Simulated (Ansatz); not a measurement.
# CdS: the cost of one run

Computed with Ansatz 0.2.0 (DFT PBE, scalar-relativistic, plane waves, PAW, unless a step's input says otherwise).

**1. Starting point**

Symmetry: I-43m, No. 217, cubic system. Conventional cell: a = 7.657 Å, b = 7.657 Å, c = 7.657 Å, α = 90.00°, β = 90.00°, γ = 90.00°. Cd (site symmetry 3m) has 4 S at 2.42 to 2.43 Å as nearest neighbours. S (site symmetry 3m) has 4 Cd at 2.42 to 2.43 Å as nearest neighbours.

Structure file:

```xyz
8
Lattice="-3.8285 3.8285 3.8285 3.8285 -3.8285 3.8285 3.8285 3.8285 -3.8285" Properties=species:S:1:pos:R:3 pbc="T T T"
Cd    1.2144    1.2144    1.2144
Cd    2.6141    2.6141   -2.6141
Cd    2.6141   -2.6141    2.6141
Cd   -2.6141    2.6141    2.6141
S     2.6141    2.6141    2.6141
S     1.2144    1.2144   -1.2144
S     1.2144   -1.2144    1.2144
S    -1.2144    1.2144    1.2144
```

The cell is invented: 4-connected net, two elements alternating (I-43m, No. 217). The dimensions are guesses.

**2. A first look at the guess**

input.yaml

```yaml
crystal:
  lattice:
    - [-3.82852641, 3.82852641, 3.82852641]
    - [3.82852641, -3.82852641, 3.82852641]
    - [3.82852641, 3.82852641, -3.82852641]
  atoms:
    - { symbol: Cd, position: [0.31719804, 0.31719804, 0.31719804] }
    - { symbol: Cd, position: [0.0, 0.0, 0.68280196] }
    - { symbol: Cd, position: [0.0, 0.68280196, 0.0] }
    - { symbol: Cd, position: [0.68280196, 0.0, 0.0] }
    - { symbol: S, position: [0.68280196, 0.68280196, 0.68280196] }
    - { symbol: S, position: [0.0, 0.0, 0.31719804] }
    - { symbol: S, position: [0.0, 0.31719804, 0.0] }
    - { symbol: S, position: [0.31719804, 0.0, 0.0] }
basis:
  ecutwfc: 420
kpoints:
  mp_grid: { grid: [4, 4, 4] }
hamiltonian:
  xc: pbe
scf:
  occupations: { method: gaussian, width: 0.1 }
  lower_state_search: "off"
output:
  forces: true
  stress: true
  eigenvalues: true
```

Run with:

```bash
$ ansatz run input.yaml --threads 1 --pin off --max-ram 2560MiB --backend cpu --events-out ev --progress --plain --runs-dir out
```

What time and memory should one allow on 1 thread of Arm Neoverse V1, shared host?

About 7.4 s, with a peak of 0.41 GiB.
